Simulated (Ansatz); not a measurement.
Crystal: ZrC.

```xyz
2
Lattice="0.0000 2.3650 2.3650 2.3650 0.0000 2.3650 2.3650 2.3650 0.0000" Properties=species:S:1:pos:R:3 pbc="T T T"
Zr    2.3650    2.3650    2.3650
C     0.0000    0.0000    0.0000
```

A run of Ansatz 0.2.0 on this cell left the log below. Logs are shortened: lines on timing, memory, paths and dates and some standing lists are left out, and cuts for length are marked.

```text
Warning: RAYON_NUM_THREADS=2 ignored (pool sized by the plan → 2); use --threads N
Engine: ansatz 0.2.0, aarch64-unknown-linux-gnu
Pseudopotentials: kind: paw
Pseudopotential: Zr, paw, valence charge 12, recommended cutoff 420 eV (normal), Zr.paw.azcp
Pseudopotential: C, paw, valence charge 4, recommended cutoff 420 eV (normal), C.paw.azcp
Functional definition: PBEsol
  exchange = pbesol_x
  correlation = pbesol_c
Crystal: 2 atoms, lattice volume = 26.456 Å³
Basis set: ecut = 420 eV, 531 PW (Γ), exchange–correlation on 48×48×48 points (8 copies of the dense FFT grid, shifted against one another)
Bands: 12, of which v1, the nominal top of the filled ones, is band 8 counted from 1 (7 counted from 0)
Symmetry: 48 space group operations
Space group: Fm-3m (ITA 225), of the structure as read, at distance tolerance 3.0e-5 Å
k-points: 47 of 1000
Non-local potential: Zr, projectors of the file, l = 0: 3, l = 1: 2, l = 2: 2, l = 3: 2
Non-local potential: C, projectors of the file, l = 0: 2, l = 1: 2, l = 2: 1
PAW form: soft (Blöchl's): semilocal exchange-correlation on the pseudo side does not see the compensation charge
PAW frozen core: Zr, regenerated for the run's functional, and the local potential with it (the file was generated under x = pbe(κ = 0.804, μ = 0.2195149727645171), c = pbe(β = 0.06672455060314922))
PAW frozen core: C, regenerated for the run's functional, and the local potential with it (the file was generated under x = pbe(κ = 0.804, μ = 0.2195149727645171), c = pbe(β = 0.06672455060314922))
PAW one-centre angular grid: Zr, 590 points (default); XC on 64 Gauss nodes
PAW one-centre angular grid: C, 110 points (default); XC on 64 Gauss nodes
Initial density: superposition of atomic densities (neutral atoms: chi_scale 0, normalization atom), corrected by the library's trained network
Initial wavefunctions: pseudopotential atomic-orbital guess
Functional: x = pbesol(κ = 0.804, μ = 0.12345679012345678), c = pbesol(β = 0.046)
SCF iter   1: F=—  HF=-4377.150253 eV  |F-HF|=—  |Δ(HF+E_count)|=         —  Δρ=8.42e-3  dr2=2.39e-2  ethr=1.77e-3  ⟨swp⟩=5.0  Hψ=2827  notcnv=0
preconditioner: auto → none  [insulator: Δε(μ)=0.135 eV  Ē_g=17.861 eV  σ=0.050 eV  W_gap=0.59  n_scr=8 (ndim 8)  ℏωp=27.0 eV  f_vac=0.000  D(μ)=0.32/eV (n_scr^D=0)  ε∞_Penn≈3.3]
SCF iter   2: F=—  HF=-4377.144718 eV  |F-HF|=—  |Δ(HF+E_count)|=   5.53e-3  Δρ=2.42e-3  dr2=2.02e-3  ethr=1.49e-4  ⟨swp⟩=1.7  Hψ=986  notcnv=0
SCF iter   3: F=—  HF=-4377.144329 eV  |F-HF|=—  |Δ(HF+E_count)|=   3.90e-4  Δρ=4.18e-4  dr2=3.09e-5  ethr=1.26e-5  ⟨swp⟩=2.0  Hψ=704  notcnv=0
SCF iter   4: F=—  HF=-4377.144329 eV  |F-HF|=—  |Δ(HF+E_count)|=   3.96e-7  Δρ=9.07e-5  dr2=1.34e-6  ethr=1.93e-7  ⟨swp⟩=2.1  Hψ=679  notcnv=0
iter 5 did not close the SCF: its close was put off for the readings that it lacked (scf_convergence_deferred on its scf_iter line)
SCF iter   5: F=-4377.144329 eV  HF=-4377.144329 eV  |F-HF|=5.80e-10  |Δ(HF+E_count)|=   2.49e-7  Δρ=5.68e-6  dr2=4.82e-9  ethr=8.39e-9  ⟨swp⟩=2.4  Hψ=749  notcnv=0
SCF iter   6: F=-4377.144329 eV  HF=-4377.144329 eV  |F-HF|=1.10e-10  |Δ(HF+E_count)|=   2.54e-9  Δρ=8.78e-7  dr2=1.56e-10  ethr=3.01e-11  ⟨swp⟩=1.8  Hψ=1808  notcnv=0
SCF 1 converged in 6 iterations: F = -4377.144329 eV  dr2 = 1.56e-10
  greatest PAW one-centre occupation: 0.996 electrons in one spin orbital (limit 2), on the Zr atom at site 0 (counted from 0), in its partial waves of l = 0
SCF converged after 6 iterations
Free energy (F): -4377.144329 eV
Harris-Foulkes:  -4377.144329 eV  (|F-HF|=1.10e-10)
Internal energy: -4377.141689 eV  (E = F + TS)
E sigma→0 (E₀):  -4377.143009 eV
Entropy (-TS):   -0.002641 eV (-1.320 meV/atom)
Fermi energy:    14.436840 eV
--- Per-component energies (eV) ---
  E_band       = -55.193729
  E_kinetic    = 420.484023
  E_local      = -605.231452  (includes V_loc(G=0)·N_el)
  E_nonlocal   = 105.976571
  E_hartree    = 180.659377
  E_xc         = -209.249699
  E_vxc        = -251.108872  (∫ρ·V_xc dr)
  E_paw        = -2994.103541  (= ΣΔE_a)
  E_vpaw       = -86.632743  (= ΣTr[D̂ρ^β])
  E_aug_tail   = 0.000038  (compensation charges beyond the density's cutoff)
  E_ewald      = -1275.863827
  E_core_change = 0.186821  (= ΣΔE_core)
  E_smearing   = -0.002641  (= −TS)
  E_closure    = 0.000000  (closes the sum)
  Σ components = -4377.144329   (vs F -4377.144329, Δ=0.00e0)
--- Forces (eV/Å), atoms counted from 1 ---
  atom   1  Zr     0.00000000    -0.00000000    -0.00000000
  atom   2  C     -0.00000000    -0.00000000    -0.00000000
  max |Σ_I F_I| component: 3.52e-29 eV/Å
--- Stress (GPa, compression-positive) ---
       -8.501795      -0.000000       0.000000
       -0.000000      -8.501795      -0.000000
        0.000000      -0.000000      -8.501795
  P = ⅓ Tr σ = -8.5018 GPa (-85.018 kbar)
--- Band table (eV; the first three rows and the last of 47) ---
  k-point 0: bands = ["-33.6195", "-11.3712", "-11.3712", "-11.3712", "3.2081", "15.3737", "15.3737", "15.3737", "15.4789", "15.4789", "15.4789", "17.1786"]
  k-point 1: bands = ["-33.6106", "-11.4542", "-11.3786", "-11.3786", "3.4293", "14.0617", "14.3657", "14.3657", "15.8500", "15.8500", "16.2935", "18.2749"]
  k-point 2: bands = ["-33.5870", "-11.6653", "-11.3977", "-11.3977", "4.0387", "12.4826", "13.1936", "13.1936", "16.4885", "16.4885", "16.8458", "20.1212"]
  k-point 46: bands = ["-33.4934", "-11.9237", "-11.7919", "-11.6603", "5.0043", "12.0307", "12.1078", "12.1082", "16.7951", "18.4580", "19.9746", "20.8949"]
```

Problem. What input gives this log?

Solution. Single point with PBEsol, no spin polarisation. The files as run (others can give the same):

input.yaml
```yaml
crystal:
  lattice:
    - [0.0, 2.365, 2.365]
    - [2.365, 0.0, 2.365]
    - [2.365, 2.365, 0.0]
  atoms:
    - { symbol: Zr, position: [0.5, 0.5, 0.5] }
    - { symbol: C, position: [0.0, 0.0, 0.0] }
hamiltonian:
  xc: pbesol
  pseudopotentials: { kind: paw }
kpoints:
  mp_grid: { grid: [10, 10, 10] }
scf:
  occupations: { method: fermi_dirac, width: 0.05 }
output:
  forces: true
  stress: true
  eigenvalues: true
```

Potentials or basis: Ansatz PAW.
Command:
```sh
$ ansatz run input.yaml --threads 2 --pin off --max-ram 5632MiB --backend cpu --events-out ev --progress --plain --runs-dir out
```

Caveat: the PAW data sets come from PBE, with cores solved anew for the run's functional, which leaves a small shift of forces and pressure.
